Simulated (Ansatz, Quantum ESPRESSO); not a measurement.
**GaN (001), zinc blende: a film clamped to its substrate**

A thin film takes the in-plane lattice of its substrate and is free along the normal. How do the free axis and the stress follow the misfit? The strained cell has c along the film normal; unstrained it is a = 3.1807 Å, b = 3.1807 Å, c = 4.4982 Å, α = 90.00°, β = 90.00°, γ = 90.00°, with 4 atoms.

Calculated with Ansatz 0.2.0, PBEsol, PAW files of the set soft_1, cutoff 600 eV, Fermi–Dirac smearing 0.02 eV, k-mesh 9×9×6, no spin polarisation, no spin-orbit coupling.

Relaxed positions at 0 %:

```
atom       x       y       z
  Ga  0.0000  0.0000  0.0000
  Ga  0.5000  0.5000  0.5000
   N  0.5000  0.0000  0.7500
   N  0.0000  0.5000  0.2500
```

```csv
ε∥ (%),a (Å),c (Å),ε⊥ (%),"σ (GPa, tension positive)"
−3,3.0853,4.6391,3.133,−8.62
−2,3.1171,4.5932,2.112,−5.54
−1,3.1489,4.5463,1.070,−2.67
0,3.1807,4.4982,0.000,0.00
2,3.2443,4.3975,−2.238,4.80
3,3.2761,4.3450,−3.407,6.95
```

**Question.** Fit both responses and give the free strain and the stress at +1 %, a row left out above.

Least squares with y = y0 + y1 ε + y2 ε² (ε in %) gives ε⊥ = −0.002 + (−1.0892) ε + (−0.0150) ε² and σ = 0.01 + (2.592) ε + (−0.093) ε² GPa. The linear terms put the ratio of free to applied strain at −1.089 and the biaxial modulus at 259 GPa.

At +1 % the free strain comes out as −1.107 %. The run itself gives −1.104 %, so the estimate misses by 0.003 %; the fitted rows themselves lie up to 0.004 % off the law.

The stress comes out as 2.50 GPa. The run itself gives 2.48 GPa, so the estimate misses by 0.02 GPa; the fitted rows themselves lie up to 0.02 GPa off the law.

For a cubic crystal strained in (001), ε⊥/ε∥ = −R with R = 2C12/C11, the modulus is C11 + C12 − 2C12²/C11 = C11(1 + R/2 − R²/2), so C11 = 272 GPa and C12 = 148 GPa.

The negative ε² term means that the crystal stiffens in compression and softens in tension.

The same fit over all rows at other levels or in other programs gives the strain ratio = −1.101 with LDA (Quantum ESPRESSO, GBRV), −1.088 with PBEsol (Quantum ESPRESSO, GBRV) and −1.090 with PBEsol (Quantum ESPRESSO, PseudoDojo).

[Logs are printed without paths, hosts, clocks, repeated set-up lines and the standing remarks that a program may print on its own settings, such as how far it seeks lower states.]
